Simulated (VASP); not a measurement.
# GaAs (F-43m) in VASP: further runs

Runs on GaAs. Level: PBE. Tasks: G0W0 quasiparticle levels.

Everything below comes from runs of VASP 6.6.1. Logs are shortened: lines on timing, memory, paths and dates and some standing lists are left out, and cuts for length are marked.

## 1. The crystal as given

It takes space group F-43m (No. 216, cubic). The conventional cell has a = 5.654 Å, b = 5.654 Å, c = 5.654 Å, α = 90.00°, β = 90.00°, γ = 90.00°. Around As (site symmetry -43m) lie 4 Ga at 2.45 Å. Around Ga (site symmetry -43m) lie 4 As at 2.45 Å.

## 2. G0W0 quasiparticle levels, PBE

The input, POSCAR:

```
GaAs
1.0
    0.0000000000      2.8268500000      2.8268500000
    2.8268500000      0.0000000000      2.8268500000
    2.8268500000      2.8268500000      0.0000000000
As Ga
1 1
Direct
    0.7500000000      0.7500000000      0.7500000000
    0.0000000000      0.0000000000      0.0000000000
```

The input, INCAR.step1:

```
PREC = Accurate ; ENCUT = 450
EDIFF = 1E-8 ; ISMEAR = 0
SIGMA = 0.01 ; LREAL = F
LASPH = T ; NELM = 60
ALGO = Normal ; LWAVE = T
LCHARG = F ; GGA = PE
```

The input, INCAR.step2:

```
PREC = Accurate ; ENCUT = 450
EDIFF = 1E-8 ; ISMEAR = 0
SIGMA = 0.01 ; LREAL = F
LASPH = T ; NELM = 1
ALGO = Exact ; LWAVE = T
LCHARG = F ; GGA = PE
NBANDS = 36 ; LOPTICS = T
ISTART = 1
```

The input, INCAR.step3:

```
PREC = Accurate ; ENCUT = 450
EDIFF = 1E-8 ; ISMEAR = 0
SIGMA = 0.01 ; LREAL = F
LASPH = T ; ALGO = EVGW0
LWAVE = F ; LCHARG = F
GGA = PE ; NELMGW = 1
NBANDS = 36 ; ENCUTGW = 100
NOMEGA = 48 ; PRECFOCK = Fast
ISTART = 1 ; NBANDSGW = 17
```

The input, KPOINTS:

```
regular mesh
0
Gamma
  5 5 5
```

Potentials or basis: VASP PAW PBE potentials, release 64 (As_GW, Ga_d_GW).

Run with:

```bash
$ cat potpaw_PBE.64/As_GW/POTCAR potpaw_PBE.64/Ga_d_GW/POTCAR > POTCAR
$ cp INCAR.step1 INCAR
$ mpirun -np 1 vasp_std > vasp.out
$ cp INCAR.step2 INCAR
$ mpirun -np 1 vasp_std > vasp.out
$ cp INCAR.step3 INCAR
$ mpirun -np 1 vasp_std > vasp.out
```

OUTCAR:

```text
PREC = Accurate
   ENCUT = 450
   EDIFF = 1E-8
   ISMEAR = 0
   LREAL = F
   LASPH = T
   GGA = PE
   NELMGW = 1
   ENCUTGW = 100
   PRECFOCK = Fast
   ISTART = 1

 Found     10 irreducible k-points:

 Following reciprocal coordinates:
            Coordinates               Weight
  0.000000  0.000000  0.000000      1.000000
  0.200000  0.000000  0.000000      8.000000
  0.400000  0.000000  0.000000      8.000000
  0.200000  0.200000  0.000000      6.000000
  0.400000  0.200000  0.000000     24.000000
 -0.400000  0.200000  0.000000     24.000000
   k-points           NKPTS =     10   k-points in BZ     NKDIM =    125   number of bands    NBANDS=     36
   number of dos      NEDOS =    301   number of ions     NIONS =      2
   total plane-waves  NPLWV =  21952
   dimension x,y,z NGX =    28 NGY =   28 NGZ =   28
   dimension x,y,z NGXF=    56 NGYF=   56 NGZF=   56
   ions per type =               1   1
   NGX,Y,Z   is equivalent  to a cutoff of  11.64, 11.64, 11.64 a.u.
   NGXF,Y,Z  is equivalent  to a cutoff of  23.29, 23.29, 23.29 a.u.
 SYSTEM =  unknown system
   PREC   = accura    normal or accurate (medium, high low for compatibility)
   ISTART =      1    job   : 0-new  1-cont  2-samecut
   ICHARG =      0    charge: 1-file 2-atom 10-const
   ISPIN  =      1    spin polarized calculation?
   LNONCOLLINEAR =      F non collinear calculations
   LSORBIT =      F    spin-orbit coupling
   LASPH  =      T    aspherical Exc in radial PAW
   ENCUT  =  450.0 eV  33.07 Ry    5.75 a.u.   6.91  6.91  6.91*2*pi/ulx,y,z
   NELM   =     60;   NELMIN=  2; NELMDL=  0     # of ELM steps
   EDIFF  = 0.1E-07   stopping-criterion for ELM
   LREAL  =      F    real-space projection
   EDIFFG = 0.1E-06   stopping-criterion for IOM
   NSW    =      0    number of steps for IOM
   IBRION =     -1    ionic relax: 0-MD 1-quasi-New 2-CG
   NFREE  =      0    steps in history (QN), initial steepest desc. (CG)
   ISIF   =      0    stress and relaxation
   ISYM   =      3    0-nonsym 1-usesym 2-fastsym
   POTIM  = 0.5000    time-step for ionic-motion
   TEBEG  =    0.0;   TEEND  =   0.0 temperature during run
   PSTRESS=    0.0 pullay stress
   NELECT =      18.0000    total number of electrons
   NUPDOWN=      -1.0000    fix difference up-down
   EMIN   =  10.00;   EMAX   =-10.00  energy-range for DOS
   EFERMI =   0.00;   METHOD = LEGACY
   ISMEAR =     0;   SIGMA  =   0.01  broadening in eV -4-tet -1-fermi 0-gaus
   EFERMI_NEDOS =   21; number of points for ismear=-14 and -15
   IALGO  =     38    algorithm
   IMIX   =      4    mixing-type and parameters
     AMIX     =   0.40;   BMIX     =  1.00
     AMIX_MAG =   1.60;   BMIX_MAG =  1.00
  volume/ion in A,a.u.               =      22.59       152.44
  Fermi-wavevector in a.u.,A,eV,Ry     =   1.204628  2.276417 19.743799  1.451128
  Thomas-Fermi vector in A             =   2.340347
   LORBIT       =      0    0 simple, 1 ext, 2 COOP (PROOUT), +10 PAW based schemes
   GGA     = PE    functional components
   LHFCALC =     T    Hartree Fock is set to
   PRECFOCK=fast      Normal, Fast or Accurate (Low or Medium for compatibility)
   ENCUT4O =  -1.0   cutoff for four orbital integrals eV
   NKREDX  =     1    reduce k-point grid by
   NKREDY  =     1    reduce k-point grid by
   NKREDZ  =     1    reduce k-point grid by
   AEXX    =    1.0000 exact exchange contribution
   HFSCREEN=    0.0000 screening length (either q_TF or 0.3 A-1)
   HFSCREENC=   0.0000 screening length for correlation (either q_TF or 0.3 A-1)
   ENCUTFOCK=  -1.0 apply spherical cutoff to Coloumb kernel
   IVDW    =     0    specifies the selected vdW correction
   LEPSILON=     F    determine dielectric tensor
   LRPA    =     F    only Hartree local field effects (RPA)
   LRPAFORCE           =     F    calculate RPA forces
   ENCUTGW             = 100.0    cutoff for response function in eV
   ENCUTGWSOFT         =  80.0    soft cutoff for Coulomb kernel in GW response function in eV
   ENCUTLF             =  -1.0    cutoff for local field effects
   NELMGW              =     1    number of iterations in solving QP/BSE equation
   NELMHF              =     1    number of iterations in the inner HF iteration
   NKREDLFX            =     1    NKREDLFY  =   1   NKREDLFZ  =   1
 non-spin polarized calculation
 Gauss-broadening in eV      SIGMA  =   0.01
  energy-cutoff  :      450.00
  volume of cell :       45.18
 maximum number of plane-waves:       990
  NGX = 16; NGY = 16; NGZ = 16
   NGX = 13   NGY = 13   NGZ = 13
 maximum number of plane-waves:       113

 QP shifts <psi_nk| G(iteration)W_0 |psi_nk>: iteration 1
 for sc-GW calculations column KS-energies equals QP-energies in previous step
 and V_xc(KS)=  KS-energies - (<T + V_ion + V_H > + <T+V_H+V_ion>^1  + <V_x>^1)

 k-point   1 :       0.0000    0.0000    0.0000
  band No.  KS-energies  QP-energies   sigma(KS)   V_xc(KS)     V^pw_x(r,r')   Z            occupation Imag(sigma)

      1     -10.9609     -13.7677     -25.9058     -21.7109     -35.0357       0.6691       2.0000       0.2685
      2     -10.9609     -13.7677     -25.9058     -21.7109     -35.0357       0.6691       2.0000       0.2685
      3     -10.9609     -13.7677     -25.9058     -21.7109     -35.0357       0.6691       2.0000       0.2685
      4     -10.8824     -13.7250     -26.0457     -21.8129     -35.1471       0.6715       2.0000       0.2350
      5     -10.8824     -13.7250     -26.0457     -21.8129     -35.1471       0.6715       2.0000       0.2350
      6      -8.8600      -8.9183     -11.2289     -11.1357     -18.1106       0.6258       2.0000       1.0193
[... 9 lines left out ...]
     16      13.9589      14.3922      -9.2415      -9.8164      -4.5059       0.7537       0.0000      -0.3442
     17      15.3996      15.6211      -7.4356      -7.7297      -2.2420       0.7533       0.0000      -0.4570

 k-point   2 :       0.2000    0.0000    0.0000
  band No.  KS-energies  QP-energies   sigma(KS)   V_xc(KS)     V^pw_x(r,r')   Z            occupation Imag(sigma)

      1     -10.9910     -13.7466     -25.6642     -21.5405     -34.7795       0.6682       2.0000       0.2827
      2     -10.9528     -13.7623     -25.9246     -21.7271     -35.0552       0.6693       2.0000       0.2676
      3     -10.9528     -13.7623     -25.9246     -21.7271     -35.0552       0.6693       2.0000       0.2676
      4     -10.8825     -13.7218     -26.0438     -21.8124     -35.1472       0.6710       2.0000       0.2352
      5     -10.8825     -13.7218     -26.0438     -21.8124     -35.1472       0.6710       2.0000       0.2352
      6      -8.4049      -8.5105     -11.5589     -11.3943     -18.2781       0.6419       2.0000       0.9811
[... 9 lines left out ...]
     16      12.9305      13.1793      -7.5526      -7.8832      -2.5457       0.7527       0.0000      -0.3361
     17      14.9444      15.2296      -7.7344      -8.1123      -2.5778       0.7545       0.0000      -0.4559

 k-point   3 :       0.4000    0.0000    0.0000
  band No.  KS-energies  QP-energies   sigma(KS)   V_xc(KS)     V^pw_x(r,r')   Z            occupation Imag(sigma)

      1     -11.0329     -13.7347     -25.4087     -21.3621     -34.5107       0.6677       2.0000       0.2982
      2     -10.9428     -13.7560     -25.9451     -21.7432     -35.0735       0.6695       2.0000       0.2656
      3     -10.9428     -13.7560     -25.9451     -21.7432     -35.0735       0.6695       2.0000       0.2656
      4     -10.8795     -13.7232     -26.0530     -21.8223     -35.1621       0.6722       2.0000       0.2364
      5     -10.8795     -13.7232     -26.0530     -21.8223     -35.1621       0.6722       2.0000       0.2364
      6      -7.3593      -7.5006     -12.1577     -11.9468     -18.5077       0.6699       2.0000       0.8870
[... 9 lines left out ...]
     16      14.4000      14.8317      -8.9254      -9.5000      -3.8868       0.7512       0.0000      -0.4461
     17      17.4130      18.1555      -9.1056     -10.1095      -3.4015       0.7396       0.0000      -0.7785

 k-point   4 :       0.2000    0.2000    0.0000
  band No.  KS-energies  QP-energies   sigma(KS)   V_xc(KS)     V^pw_x(r,r')   Z            occupation Imag(sigma)

      1     -11.0065     -13.7470     -25.6035     -21.5001     -34.7189       0.6679       2.0000       0.2860
      2     -10.9444     -13.7590     -25.9490     -21.7451     -35.0801       0.6695       2.0000       0.2665
      3     -10.9444     -13.7590     -25.9490     -21.7451     -35.0801       0.6695       2.0000       0.2665
      4     -10.8900     -13.7215     -26.0154     -21.7893     -35.1150       0.6700       2.0000       0.2365
      5     -10.8780     -13.7215     -26.0536     -21.8220     -35.1599       0.6720       2.0000       0.2349
      6      -8.2524      -8.3628     -11.6189     -11.4476     -18.2831       0.6445       2.0000       0.9691
[... 9 lines left out ...]
     16      14.6008      15.0618      -9.1719      -9.7823      -4.3086       0.7553       0.0000      -0.4005
     17      16.7712      16.9803      -7.5940      -7.8701      -2.2311       0.7575       0.0000      -0.5945

 k-point   5 :       0.4000    0.2000    0.0000
  band No.  KS-energies  QP-energies   sigma(KS)   V_xc(KS)     V^pw_x(r,r')   Z            occupation Imag(sigma)

      1     -11.0385     -13.7382     -25.4214     -21.3752     -34.5300       0.6672       2.0000       0.2977
      2     -10.9356     -13.7586     -25.9678     -21.7579     -35.0968       0.6706       2.0000       0.2641
      3     -10.9322     -13.7547     -25.9755     -21.7687     -35.1063       0.6709       2.0000       0.2647
      4     -10.8922     -13.7219     -26.0084     -21.7847     -35.1103       0.6700       2.0000       0.2375
      5     -10.8755     -13.7224     -26.0593     -21.8290     -35.1695       0.6730       2.0000       0.2353
      6      -7.3601      -7.4906     -12.0517     -11.8558     -18.3982       0.6662       2.0000       0.8883
[... 9 lines left out ...]
     16      15.6394      16.1456      -9.0537      -9.7287      -3.8595       0.7500       0.0000      -0.5352
     17      17.3342      17.8677      -8.4680      -9.1830      -2.9672       0.7463       0.0000      -0.6724

 k-point   6 :      -0.4000    0.2000    0.0000
  band No.  KS-energies  QP-energies   sigma(KS)   V_xc(KS)     V^pw_x(r,r')   Z            occupation Imag(sigma)

      1     -11.0457     -13.7316     -25.3673     -21.3388     -34.4741       0.6667       2.0000       0.3020
      2     -10.9362     -13.7569     -25.9622     -21.7525     -35.0873       0.6701       2.0000       0.2624
      3     -10.9318     -13.7551     -25.9753     -21.7693     -35.1070       0.6713       2.0000       0.2648
      4     -10.8848     -13.7207     -26.0358     -21.8071     -35.1425       0.6706       2.0000       0.2368
      5     -10.8799     -13.7189     -26.0474     -21.8189     -35.1563       0.6714       2.0000       0.2358
      6      -6.8313      -6.9587     -12.3917     -12.2033     -18.5639       0.6761       2.0000       0.8285
[... 9 lines left out ...]
     16      15.4586      15.7738      -7.6912      -8.1074      -2.5697       0.7577       0.0000      -0.4712
     17      18.0936      18.8668      -9.4532     -10.4933      -3.6084       0.7432       0.0000      -0.9094

 [... further k-points ...]
```

Run time: 3.3 min. Hardware: 1 thread of AMD EPYC 7R43 (Zen 3), shared host; peak memory 0.32 GiB.

These settings aren't checked as converged: the numbers below hold their error.

Results:

```
Band gap on the k mesh, mean-field level : 0.51 eV, direct
Quasiparticle gap                        : 1.45 eV
Least direct quasiparticle gap           : 1.45 eV
```

Caveat: bands, screening cutoff and mesh are small and nothing is extrapolated, so the quasiparticle values aren't converged.

[end of part 1 of 2]
